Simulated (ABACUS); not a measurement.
# KI under changes of volume

One of the cells (44.091 Å³/atom); the others are scaled copies at fixed shape and fractional positions:

```
CELL_PARAMETERS angstrom
0.00000 3.53277 3.53277
3.53277 0.00000 3.53277
3.53277 3.53277 0.00000
ATOMIC_POSITIONS crystal
I 0.50000 0.50000 0.50000
K 0.00000 0.00000 0.00000
```

```yaml
Program: ABACUS 3.10.1
Functional: PBEsol
Potentials_or_basis: PseudoDojo NC SR 0.4.1 PBEsol standard
Cutoff: 1007 eV
Density_cutoff: 4027 eV
Basis: plane waves
k_mesh: 7 × 7 × 7
Occupations: fermi-dirac, width 0.05 eV
Spin: no spin polarisation
```

| volume (Å³/atom) | energy over the lowest point (meV/atom) | pressure (GPa) | gap on the mesh (eV) |
| --- | --- | --- | --- |
| 41.445 | ? | ? | ? |
| 42.327 | 0.36 | 0.2 | 3.90 |
| 43.209 | 0.00 | -0.1 | 3.86 |
| 44.091 | 0.98 | -0.3 | 3.81 |
| 44.973 | 3.14 | -0.5 | 3.77 |
| 45.854 | 6.34 | -0.7 | 3.74 |
| 46.736 | 10.46 | -0.8 | 3.70 |

**Question.** What does the run at 41.445 Å³/atom give?

**Answer.** Energy over the lowest point 2.22 meV/atom; pressure 0.5 GPa; gap on the mesh 3.95 eV.

Worked out: A Birch-Murnaghan fit of order 3 (a polynomial in V^(-2/3)) to the other rows has its minimum at 42.99 Å³/atom with B0 = V·E''(V) = 12.2 GPa and B' = 5.1. It gives 2.24 meV/atom at 41.445 Å³/atom, against the run's 2.22, and -dE/dV = 0.5 GPa, against 0.5. A straight line through the other rows of the gap, of slope -2.02 eV per unit of ln V (its deformation potential), extrapolates to 3.94 eV, against the run's 3.95.

Energies are extrapolated to zero smearing.

Caveats: spin-orbit coupling is left out, which moves the levels of the heavy elements; an odd mesh through Γ misses points on the zone boundary, where band edges often lie (some runs).
